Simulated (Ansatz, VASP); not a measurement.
One calculation of Si2W, two programs

File INCAR:

```
SYSTEM = Si2W
PREC = Accurate
ENCUT = 520
EDIFF = 1E-7
ISMEAR = -1
SIGMA = 0.05
LREAL = .FALSE.
LASPH = .TRUE.
NELM = 80
ALGO = Normal
ISIF = 2
LWAVE = .FALSE.
LCHARG = .FALSE.
GGA = PS
NBANDS = 18
```

KPOINTS

```
Automatic mesh
0
G
  13 13 13
  0 0 0
```

File POSCAR:

```
Si2W
1.0
   -1.6069000000      1.6069000000      3.9149500000
    1.6069000000     -1.6069000000      3.9149500000
    1.6069000000      1.6069000000     -3.9149500000
Si W
2 1
Direct
    0.3545360000      0.3545360000      0.0000000000
    0.6454640000      0.6454640000      0.0000000000
    0.0000000000      0.0000000000      0.0000000000
```

Input for Ansatz:

```yaml
crystal:
  lattice:
    - [-1.6069, 1.6069, 3.91495]
    - [1.6069, -1.6069, 3.91495]
    - [1.6069, 1.6069, -3.91495]
  atoms:
    - { symbol: Si, position: [0.354536, 0.354536, 0.0] }
    - { symbol: Si, position: [0.645464, 0.645464, 0.0] }
    - { symbol: W, position: [0.0, 0.0, 0.0] }
kpoints:
  mp_grid: { grid: [13, 13, 13] }
scf:
  occupations: { method: fermi_dirac, width: 0.05 }
hamiltonian:
  xc: pbesol
  pseudopotentials: { kind: all_electron, lapw: { basis_error: 0.001 } }
output:
  forces: true
  stress: true
  eigenvalues: true
  populations: true
```

Change from the starting cell: shortest bond scaled by 0.88, LAPW.

Alike in both runs: task single point; functional PBEsol; k mesh 13 × 13 × 13; occupations fermi-dirac, width 0.05 eV; no spin polarisation.

```csv
,VASP,Ansatz
version,VASP 6.6.1,Ansatz 0.2.0
potentials or method,"VASP PAW PBE potentials, release 64 (Si, W_sv)","all-electron LAPW, scalar-relativistic"
plane-wave cutoff (eV),520,see its input
```

```csv
,VASP,Ansatz,Ansatz less VASP
pressure (GPa),6.9,6.5,-0.45
largest component of the traceless stress (GPa),6.97,7.07,+0.092
rms of the force components (eV/Å),1.903,1.892,-0.0107
```

Atom by atom the forces differ by 0.011 eV/Å (rms over components). Ansatz ran all-electron here, so the differences hold the error of VASP's frozen core and of both bases.

Caveats: the PAW data sets were made with another functional, which shifts forces and pressure a little (VASP). Spin-orbit coupling is left out, which matters for the levels of W.
